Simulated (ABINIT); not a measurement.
# Mn (P6_3/mmc) in ABINIT: a series of runs

One crystal, Mn, is run at these levels: PBE; tasks: single point.

Program: ABINIT 10.8.3 (patched build). These are calculated values, not measurements. Logs are shortened: lines on timing, memory, paths and dates and some standing lists are left out, and cuts for length are marked. The log counts tension as positive stress, the text compression.

### 1 Starting point

The structure is hexagonal, space group P6_3/mmc (No. 194). The conventional cell has a = 2.484 Å, b = 2.484 Å, c = 4.026 Å, α = 90.00°, β = 90.00°, γ = 120.00°. Mn (site symmetry -6m2) has 12 Mn at 2.47 to 2.48 Å as nearest neighbours.

This isn't the form of Mn at room conditions, which is a 58-atom cubic cell.

### 2 Single point, PBE, collinear spin, ferromagnetic start

run.abi reads:

```
pp_dirpath "./"
pseudos "Mn.upf"

acell 3*1.0
rprim
     4.6934102968     0.0000000000     0.0000000000
    -2.3467051485     4.0646125475     0.0000000000
     0.0000000000     0.0000000000     7.6084058743
ntypat 1
znucl 25
natom 2
typat 1 1
xred
     0.3333333333     0.6666666667     0.2500000000
     0.6666666667     0.3333333333     0.7500000000

ecut 48.0

kptopt 1
ngkpt 10 10 6
nshiftk 1
shiftk 0.0 0.0 0.0

ixc 11

nband 21
occopt 3
tsmear 0.00183747

nsppol 2
spinat
     0.0000000000     0.0000000000     4.0000000000
     0.0000000000     0.0000000000     4.0000000000

nstep 100
tolvrs 1.0e-10

iomode 3
prtwf 0
prteig 0
prtebands 0
enunit 2
prtden 1
prtvha 1
prtvclmb 1
prtpot 1
```

Potentials or basis: PseudoDojo NC SR PBE v0.4.1 standard.

Started as:

```bash
$ abinit run.abi > log 2>&1
```

run.abo:

```text
.Version 10.8.3 of ABINIT
 Symmetries : space group P6_3/m m c (#194); Bravais hP (primitive hexag.)
================================================================================
 Values of the parameters that define the memory need of the present run
     intxc =       0    ionmov =       0      iscf =       7    lmnmax =       6
     lnmax =       6     mgfft =      48  mpssoang =       3    mqgrid =    3001
     natom =       2  nloc_mem =       1    nspden =       2   nspinor =       1
    nsppol =       2      nsym =      24    n1xccc =    2501    ntypat =       1
    occopt =       3   xclevel =       2
       mpw =        2340          nfft =       43200          nkpt =          56
================================================================================
================================================================================

--------------------------------------------------------------------------------
------------- Echo of variables that govern the present computation ------------
--------------------------------------------------------------------------------
 -outvars: echo values of preprocessed input variables --------
            acell      1.0000000000E+00  1.0000000000E+00  1.0000000000E+00 Bohr
              amu      5.49380500E+01
             ecut      4.80000000E+01 Hartree
           enunit           2
                       outvar_i_n : Printing only first  50 k-points.
              ixc          11
                       outvar_i_n : Printing only first  50 k-points.
         kptrlatt       10    0    0      0   10    0      0    0    6
          kptrlen      4.56504352E+01
            natom           2
            nband          21
            ngfft          30      30      48
             nkpt          56
           nspden           2
           nsppol           2
            nstep         100
             nsym          24
           ntypat           1
                       prtocc : prtvol=0, do not print more k-points.
                       1.000000  1.000000  1.000000  1.000000  1.000000  1.000000
                       1.000000  1.000000  1.000000  1.000000  1.000000  1.000000
                       1.000000  1.000000  1.000000  0.000000  0.000000  0.000000
                       0.000000  0.000000  0.000000
                       1.000000  1.000000  1.000000  1.000000  1.000000  1.000000
                       1.000000  1.000000  1.000000  1.000000  1.000000  1.000000
                       1.000000  1.000000  1.000000  0.000000  0.000000  0.000000
                       0.000000  0.000000  0.000000
                       1.000000  1.000000  1.000000  1.000000  1.000000  1.000000
                       1.000000  1.000000  1.000000  1.000000  1.000000  1.000000
                       1.000000  1.000000  1.000000  0.000000  0.000000  0.000000
                       0.000000  0.000000  0.000000
                       1.000000  1.000000  1.000000  1.000000  1.000000  1.000000
                       1.000000  1.000000  1.000000  1.000000  1.000000  1.000000
                       1.000000  1.000000  1.000000  0.000000  0.000000  0.000000
                       0.000000  0.000000  0.000000
                       1.000000  1.000000  1.000000  1.000000  1.000000  1.000000
[... 168 lines left out ...]
                       1.000000  1.000000  1.000000  1.000000  1.000000  1.000000
                       1.000000  1.000000  1.000000  0.000000  0.000000  0.000000
                       0.000000  0.000000  0.000000
                       1.000000  1.000000  1.000000  1.000000  1.000000  1.000000
                       1.000000  1.000000  1.000000  1.000000  1.000000  1.000000
                       1.000000  1.000000  1.000000  0.000000  0.000000  0.000000
                       0.000000  0.000000  0.000000
                       1.000000  1.000000  1.000000  1.000000  1.000000  1.000000
                       1.000000  1.000000  1.000000  1.000000  1.000000  1.000000
                       1.000000  1.000000  1.000000  0.000000  0.000000  0.000000
                       0.000000  0.000000  0.000000
                       1.000000  1.000000  1.000000  1.000000  1.000000  1.000000
                       1.000000  1.000000  1.000000  1.000000  1.000000  1.000000
                       1.000000  1.000000  1.000000  0.000000  0.000000  0.000000
                       0.000000  0.000000  0.000000
                       prtocc : prtvol=0, do not print more k-points.
           occopt           3
        prtebands           0
           prteig           0
           prtpot           1
         prtvclmb           1
           prtvha           1
            prtwf           0
            rprim      4.6934102968E+00  0.0000000000E+00  0.0000000000E+00
                      -2.3467051485E+00  4.0646125475E+00  0.0000000000E+00
                       0.0000000000E+00  0.0000000000E+00  7.6084058743E+00
          spgroup         194
           spinat      0.0000000000E+00  0.0000000000E+00  4.0000000000E+00
                       0.0000000000E+00  0.0000000000E+00  4.0000000000E+00
           tolvrs      1.00000000E-10
           tsmear      1.83747000E-03 Hartree
            typat      1  1
                       outvars : Printing only first  50 k-points.
           xangst     -3.5278374482E-11  1.4339335532E+00  1.0065487493E+00
                       1.2418228844E+00  7.1696677661E-01  3.0196462479E+00
            xcart     -6.6666465938E-11  2.7097416983E+00  1.9021014686E+00
                       2.3467051484E+00  1.3548708492E+00  5.7063044057E+00
             xred      3.3333333333E-01  6.6666666667E-01  2.5000000000E-01
                       6.6666666667E-01  3.3333333333E-01  7.5000000000E-01
            znucl       25.00000

================================================================================

 chkinp: Checking input parameters for consistency.

[... 62 lines left out ...]
  sigma(2 2)=  4.07549892E-05  sigma(3 1)=  0.00000000E+00
  sigma(3 3)=  4.95067980E-05  sigma(2 1)=  1.13299403E-12

--- !ResultsGS
iteration_state: {dtset: 1, }
comment   : Summary of ground state results
lattice_vectors:
- [  4.6934103,   0.0000000,   0.0000000, ]
- [ -2.3467051,   4.0646125,   0.0000000, ]
- [  0.0000000,   0.0000000,   7.6084059, ]
lattice_lengths: [   4.69341,    4.69341,    7.60841, ]
lattice_angles: [ 90.000,  90.000, 120.000, ] # degrees, (23, 13, 12)
lattice_volume:   1.4514476E+02
convergence: {deltae: -1.165E-12, res2:  2.510E-11, residm:  2.381E-04, diffor: null, }
etotal    :  -2.17829113E+02
entropy   :   0.00000000E+00
fermie    :   5.20000799E-01
cartesian_stress_tensor: # hartree/bohr^3
- [  4.07549912E-05,   1.13299403E-12,   0.00000000E+00, ]
- [  1.13299403E-12,   4.07549892E-05,   0.00000000E+00, ]
- [  0.00000000E+00,   0.00000000E+00,   4.95067980E-05, ]
pressure_GPa:  -1.2849E+00
xred      :
- [  3.3333E-01,   6.6667E-01,   2.5000E-01, Mn]
- [  6.6667E-01,   3.3333E-01,   7.5000E-01, Mn]
cartesian_forces: # hartree/bohr
- [ -4.87651472E-28,  -3.47791758E-28,  -0.00000000E+00, ]
- [  4.87651472E-28,   3.47791758E-28,  -0.00000000E+00, ]
force_length_stats: {min:   5.98968334E-28, max:   5.98968334E-28, mean:   5.98968334E-28, }
...

 Integrated electronic and magnetization densities in atomic spheres:
 ------------------------------------------------------------------------------------------------------------
 Radius=ratsph(iatom), smearing ratsm=  0.0000. Diff(up-dn)=approximate z local magnetic moment.
    Atom    Radius    up_density   dn_density  Total(up+dn)  Diff(up-dn)
    1 Mn   2.00000     6.526894     6.526894     13.053788     0.000001
    2 Mn   2.00000     6.526894     6.526894     13.053788     0.000001
 ------------------------------------------------------------------------------------------------------------
  Sum:                13.053789    13.053787     26.107576     0.000001
 Total magnetization (from the atomic spheres):                0.000001
 Total magnetization (exact up - dn):                          0.000001

================================================================================

 ----iterations are completed or convergence reached----

 Mean square residual over all n,k,spin=   17.066E-08; max=  23.809E-05
 reduced coordinates (array xred) for    2 atoms
       0.333333333333      0.666666666667      0.250000000000
       0.666666666667      0.333333333333      0.750000000000
 rms dE/dt=  1.3686E-27; max dE/dt=  2.1541E-27; dE/dt below (all hartree)
    1       0.000000000000     -0.000000000000      0.000000000000
    2      -0.000000000000     -0.000000000000      0.000000000000

 cartesian coordinates (angstrom) at end:
    1     -0.00000000003528     1.43393355321879     1.00654874931216
    2      1.24182288438192     0.71696677660940     3.01964624793649

 cartesian forces (hartree/bohr) at end:
    1     -0.00000000000000    -0.00000000000000    -0.00000000000000
    2      0.00000000000000     0.00000000000000    -0.00000000000000
 frms,max,avg= 3.4581453E-28 4.8765147E-28   0.000E+00  0.000E+00  0.000E+00 h/b

 cartesian forces (eV/Angstrom) at end:
    1     -0.00000000000000    -0.00000000000000    -0.00000000000000
    2      0.00000000000000     0.00000000000000    -0.00000000000000
 frms,max,avg= 1.7782498E-26 2.5076047E-26   0.000E+00  0.000E+00  0.000E+00 e/A
 length scales=  1.000000000000  1.000000000000  1.000000000000 bohr
              =  0.529177210544  0.529177210544  0.529177210544 angstroms
 Fermi (or HOMO) energy (hartree) =   0.52000   Average Vxc (hartree)=  -0.52735
 Magnetization (Bohr magneton)=  1.15892558E-06
 Total spin up =  1.50000006E+01   Total spin down =  1.49999994E+01
 Eigenvalues (hartree) for nkpt=  56  k points, SPIN UP:
 kpt#   1, nband= 21, wtk=  0.00167, kpt=  0.0000  0.0000  0.0000 (reduced coord)
  -2.39143   -2.38554   -1.25419   -1.22958   -1.22958   -1.22575   -1.22575   -1.22564
   0.21685    0.35610    0.48398    0.48530    0.48530    0.50264    0.50264    0.52216
   0.52216    0.54372    0.57962    0.57962    0.85888
      occupation numbers for kpt#   1
   1.00000    1.00000    1.00000    1.00000    1.00000    1.00000    1.00000    1.00000
   1.00000    1.00000    1.00000    1.00000    1.00000    0.99992    0.99992    0.23549
   0.23549    0.00000    0.00000    0.00000    0.00000
 prteigrs : prtvol=0 or 1, do not print more k-points.

 Eigenvalues (hartree) for nkpt=  56  k points, SPIN DOWN:
 kpt#   1, nband= 21, wtk=  0.00167, kpt=  0.0000  0.0000  0.0000 (reduced coord)
  -2.39143   -2.38554   -1.25419   -1.22958   -1.22958   -1.22575   -1.22575   -1.22564
   0.21685    0.35610    0.48398    0.48530    0.48530    0.50264    0.50264    0.52216
   0.52216    0.54372    0.57962    0.57962    0.85888
      occupation numbers for kpt#   1
   1.00000    1.00000    1.00000    1.00000    1.00000    1.00000    1.00000    1.00000
   1.00000    1.00000    1.00000    1.00000    1.00000    0.99992    0.99992    0.23548
   0.23548    0.00000    0.00000    0.00000    0.00000
 prteigrs : prtvol=0 or 1, do not print more k-points.

 Fermi (or HOMO) energy (eV) =  14.14994   Average Vxc (eV)= -14.34985
 Eigenvalues (   eV  ) for nkpt=  56  k points, SPIN UP:
 kpt#   1, nband= 21, wtk=  0.00167, kpt=  0.0000  0.0000  0.0000 (reduced coord)
 -65.07417  -64.91373  -34.12821  -33.45845  -33.45845  -33.35423  -33.35423  -33.35145
   5.90075    9.68985   13.16972   13.20579   13.20579   13.67744   13.67744   14.20882
  14.20882   14.79532   15.77222   15.77222   23.37127
 prteigrs : prtvol=0 or 1, do not print more k-points.

 Eigenvalues (   eV  ) for nkpt=  56  k points, SPIN DOWN:
 kpt#   1, nband= 21, wtk=  0.00167, kpt=  0.0000  0.0000  0.0000 (reduced coord)
 -65.07417  -64.91373  -34.12821  -33.45845  -33.45845  -33.35423  -33.35423  -33.35145
   5.90075    9.68985   13.16972   13.20579   13.20579   13.67744   13.67744   14.20882
  14.20882   14.79532   15.77222   15.77222   23.37127
 prteigrs : prtvol=0 or 1, do not print more k-points.

--- !EnergyTerms
iteration_state     : {dtset: 1, }
comment             : Components of total free energy in Hartree
kinetic             :  9.56500010281464E+01
hartree             :  4.61470043900057E+01
xc                  : -3.65067661536129E+01
Ewald energy        : -1.55791270992078E+02
psp_core            :  6.67823750106107E+00
local_psp           : -1.60181338284986E+02
non_local_psp       : -1.38241424147450E+01
internal            : -2.17828274926209E+02
'-kT*entropy'       : -8.37643866596134E-04
total_energy        : -2.17829112570076E+02
total_energy_eV     : -5.92743211776360E+03
band_energy         : -1.82595005844173E+01
...

 Cartesian components of stress tensor (hartree/bohr^3)
  sigma(1 1)=  4.07549912E-05  sigma(3 2)=  0.00000000E+00
  sigma(2 2)=  4.07549892E-05  sigma(3 1)=  0.00000000E+00
  sigma(3 3)=  4.95067980E-05  sigma(2 1)=  1.13299403E-12

-Cartesian components of stress tensor (GPa)         [Pressure= -1.2849E+00 GPa]
- sigma(1 1)=  1.19905324E+00  sigma(3 2)=  0.00000000E+00
- sigma(2 2)=  1.19905318E+00  sigma(3 1)=  0.00000000E+00
- sigma(3 3)=  1.45654028E+00  sigma(2 1)=  3.33338352E-08

== END DATASET(S) ==============================================================
================================================================================

 -outvars: echo values of variables after computation  --------
            acell      1.0000000000E+00  1.0000000000E+00  1.0000000000E+00 Bohr
           etotal     -2.1782911257E+02
            fcart     -4.8765147195E-28 -3.4779175769E-28 -0.0000000000E+00
                       4.8765147195E-28  3.4779175769E-28 -0.0000000000E+00
            rprim      4.6934102968E+00  0.0000000000E+00  0.0000000000E+00
                      -2.3467051485E+00  4.0646125475E+00  0.0000000000E+00
                       0.0000000000E+00  0.0000000000E+00  7.6084058743E+00
           strten      4.0754991157E-05  4.0754989169E-05  4.9506797983E-05
                       0.0000000000E+00  0.0000000000E+00  1.1329940283E-12
           xangst     -3.5278374482E-11  1.4339335532E+00  1.0065487493E+00
                       1.2418228844E+00  7.1696677661E-01  3.0196462479E+00
             xred      3.3333333333E-01  6.6666666667E-01  2.5000000000E-01
                       6.6666666667E-01  3.3333333333E-01  7.5000000000E-01
 Calculation completed.
```

Run time: 3.3 min. Hardware: 1 thread of Arm Neoverse V1, shared host; peak memory 0.15 GiB.

Results:

```
Free energy                                           : -5927.4321 eV
Pressure                                              : -1.3 GPa
Band gap on the k mesh                                : none (metal or under the smearing width)
Net moment                                            : 0.00 μB per cell
Valence electrons inside the program's atomic spheres : Mn 13.05 (radii [1.0584] Å)
```

Stress tensor (GPa, compression positive):
```
-1.20  0.00  0.00
 0.00 -1.20  0.00
 0.00  0.00 -1.46
```

Caveat: the starting moments collapsed, and a magnetic state may lie lower.

### 3 Single point, PBE, collinear spin, ferromagnetic start

run.abi is that of step 2.

Potentials or basis: PseudoDojo NC SR PBE v0.5 standard.

Started as:

```bash
$ abinit run.abi > log 2>&1
```

Wall time 3.3 min (1 thread of Arm Neoverse V1, shared host); peak memory 0.15 GiB.

Results (log left out):

```
Free energy                                           : -5927.4321 eV
Pressure                                              : -1.3 GPa
Band gap on the k mesh                                : none (metal or under the smearing width)
Net moment                                            : 0.00 μB per cell
Valence electrons inside the program's atomic spheres : Mn 13.05 (radii [1.0584] Å)
```

Stress tensor (GPa, compression positive):
```
-1.20  0.00  0.00
 0.00 -1.20  0.00
 0.00  0.00 -1.46
```

Levels at points of the mesh, in eV from the Fermi level:
Spin up:
```tsv
k point	band 13	band 14	band 15	band 16	band 17	band 18
(0.00, 0.00, 0.00)	-0.94	-0.47	-0.47	0.06	0.06	0.65
(0.50, 0.00, 0.00)	-1.15	-0.95	-0.43	1.84	1.97	2.06
(0.00, 0.00, 0.50)	-1.02	-1.02	-1.02	-1.02	1.20	1.20
(0.50, 0.00, 0.50)	0.19	0.19	0.83	0.83	1.97	1.97
```
Spin down:
```tsv
k point	band 11	band 12	band 13	band 14	band 15	band 16	band 17	band 18	band 19	band 20
(0.00, 0.00, 0.00)	-0.98	-0.94	-0.94	-0.47	-0.47	0.06	0.06	0.65	1.62	1.62
(0.50, 0.00, 0.00)	-3.70	-1.38	-1.15	-0.95	-0.43	1.84	1.97	2.06	3.58	5.66
(0.00, 0.00, 0.50)	-1.56	-1.56	-1.02	-1.02	-1.02	-1.02	1.20	1.20	1.20	1.20
(0.50, 0.00, 0.50)	-2.66	-2.66	0.19	0.19	0.83	0.83	1.97	1.97	3.15	3.15
```

Caveat: the starting moments collapsed, and a magnetic state may lie lower.

(Continued in part 2 of 2.)
